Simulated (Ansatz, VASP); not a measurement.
# Two plane-wave programs on Ag

```
Ag
1.0
     3.58571    2.07021    6.50220
    -3.58571    2.07021    6.50220
     0.00000   -4.14043    6.50220
Ag
12
Cartesian
  -2.2056 1.2734 4.4703
  0.0000 -2.5468 4.4703
  2.2056 1.2734 4.4703
  2.2056 -1.2734 15.0364
  -2.2056 -1.2734 15.0364
  0.0000 2.5468 15.0364
  -1.3435 0.7757 7.0024
  0.0000 -1.5513 7.0024
  1.3435 0.7757 7.0024
  1.3435 -0.7757 12.5042
  -1.3435 -0.7757 12.5042
  0.0000 1.5513 12.5042
```

Alike in both runs: functional PBEsol; k mesh 3 × 3 × 3; occupations gaussian, width 0.1 eV; no spin polarisation.

Ansatz relaxed the structure, and its values are those at the end. VASP's run is a single point on that final structure, the one shown.

```csv
,VASP,Ansatz
version,VASP 6.6.1,Ansatz 0.2.0
potentials or method,"VASP PAW PBE potentials, release 64 (Ag)","scalar-relativistic, plane waves, PAW"
plane-wave cutoff (eV),520,420
valence electrons in the cell,132,228
```

```tsv
	VASP	Ansatz	Ansatz less VASP
gap on the k mesh at the Fermi level (eV)	none	none	-
pressure (GPa)	0.0	0.1	+0.11
rms of the force components (eV/Å)	0.007	0.006	-0.0006
```

A gap of «none» marks a metal or a gap that the smearing closes. With one functional, cell and mesh, what is left measures potentials, basis and numerics. The two sets of potentials don't hold the same shells in valence.

Caveats: the PAW data sets were made with another functional, which shifts forces and pressure a little (VASP).
